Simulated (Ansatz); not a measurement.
An input for Ansatz 0.2.0 (LiH):

input.yaml

```yaml
crystal:
  lattice:
    - [0.0, 2.03675, 2.03675]
    - [2.03675, 0.0, 2.03675]
    - [2.03675, 2.03675, 0.0]
  atoms:
    - { symbol: Li, position: [0.014993, 0.032263, -0.057798] }
    - { symbol: H, position: [0.476861, 0.503122, 0.475111] }
hamiltonian:
  xc: lda
  pseudopotentials: { kind: paw, accuracy: stringent, xc_functional: pbe }
  dispersion: d3bjatm
kpoints:
  mp_grid: { grid: [9, 9, 9] }
scf:
  occupations: { method: fermi_dirac, width: 0.1 }
output:
  forces: true
  stress: true
relax:
  f_tol: 0.01
  max_steps: 40
  cell: { stress_tol: 0.05 }
```

Potentials or basis: SSSP precision PAW.

Run with:

```sh
$ ansatz run input.yaml --threads 1 --pin off --max-ram 2560MiB --backend cpu --events-out ev --progress --plain --runs-dir out
```

Task: What does the program do with it?

Result: The run stopped without a result. It printed:

Output:

```text
Error: no pseudopotential record for Li at <dir> Nothing was run.
  By this build's list the table `kind: paw`, `accuracy: stringent` of `hamiltonian.pseudopotentials` has no Li in this build's library.
Fix: take Li from another table that serves this run, or name a record of your own for Li alone.
  `kind`, and `accuracy` or `source` (`level` with this project's own files alone, `core` of norm-conserving files with no table named), under `hamiltonian.pseudopotentials` apply to every element of the deck. For PBE this build's library has files of Li, which may not all serve this run, under
    kind: paw      source: ansatz or jth (the limits of `source: ansatz`: that key's Limitations)
    kind: nc       source: ansatz or spms, or accuracy: standard or stringent
  To change Li alone, name a record of the deck's `kind` under `hamiltonian.pseudopotentials.azcp`, as `Li: <path>` (`python -m ansatz.pseudopotential add <file.upf> <file.azcp>` makes one from a UPF file).
  `python` is the interpreter of the environment that holds the engine's wheel, or a checkout's `.venv/bin/python`.
```
